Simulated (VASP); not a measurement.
# Si: atomic charges with TPSSh

The system is Si.

```xyz
2
Lattice="0.0000 2.7219 2.7219 2.7219 0.0000 2.7219 2.7219 2.7219 0.0000" Properties=species:S:1:pos:R:3 pbc="T T T"
Si    2.7219    2.7219    2.7219
Si    4.0828    4.0828    4.0828
```

- Program: VASP 6.6.1
- Task: atomic charges
- Functional: TPSSh
- Potentials or basis: VASP PAW PBE potentials, release 64 (Si)
- Cutoff: 520 eV
- k mesh: 4 × 4 × 4
- Occupations: gaussian, width 0.05 eV
- Spin: no spin polarisation
- Grid for exact exchange (PRECFOCK): Fast
- Exchange at q = 0: truncated
- Further INCAR settings: ALGO = Normal; EDIFF = 1e-07

```yaml
Pressure: 0.3 GPa
Band_gap_on_the_k_mesh: 1.31 eV, indirect (least direct gap 3.30 eV)
Valence_electrons_inside_the_program's_atomic_spheres: Si 1.73
```

Levels at points of the mesh, in eV from the valence-band top:
```
           k point  band 1  band 2  band 3  band 4  band 5  band 6  band 7  band 8
(0.00, 0.00, 0.00)  -12.64    0.00    0.00    0.00    3.30    3.30    3.30    4.35
(0.50, 0.00, 0.00)  -10.16   -7.33   -1.25   -1.25    2.26    4.09    4.09    8.46
(0.50, 0.50, 0.00)   -8.23   -8.23   -2.98   -2.98    1.31    1.31   11.25   11.25
```

Wall time 40 s on 1 thread of Intel(R) Xeon(R) Platinum 8559C (Emerald Rapids) (shared host), peak memory 0.16 GiB.

Caveat: the k mesh is coarse (spacing up to 0.50 Å⁻¹), so the values aren't converged, least of all with exact exchange; the PAW data sets were made with another functional, which shifts forces and pressure a little. A k mesh can miss the band edges.
